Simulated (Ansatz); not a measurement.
A run of Ansatz 0.2.0:

File input.yaml:

```yaml
crystal:
  lattice:
    - [0.0, 2.9165, 2.9165]
    - [2.9165, 0.0, 2.9165]
    - [2.9165, 2.9165, 0.0]
  atoms:
    - { symbol: Cd, position: [0.0, 0.0, 0.0] }
    - { symbol: S, position: [0.75, 0.75, 0.75] }
hamiltonian:
  xc: { exchange: pbe, correlation: pbe, exx: { coeff: 0.4, omega: 0.2 } }
  pseudopotentials: { kind: paw }
kpoints:
  mp_grid: { grid: [4, 4, 4] }
scf:
  occupations: { method: fermi_dirac, width: 0.05 }
output:
  forces: true
  stress: true
  eigenvalues: true
  write_density: true
  write_potential: true
  elf: true
  volumetric_format: npy
```

Potentials or basis: Ansatz PAW.

Command:

```console
$ ansatz run input.yaml --threads 2 --pin off --max-ram 5632MiB --backend cpu --events-out ev --progress --plain --runs-dir out
```

Hardware: 2 threads of Intel(R) Xeon(R) 6975P-C (Granite Rapids), on a shared host.

Problem. Estimate the wall time of this run.

Solution. Run time: 8 s on 2 threads of Intel(R) Xeon(R) 6975P-C (Granite Rapids), with other jobs on the host, peak memory 0.68 GiB. Counts: scf iterations 14, plane waves 941, k points 8, bands 17.
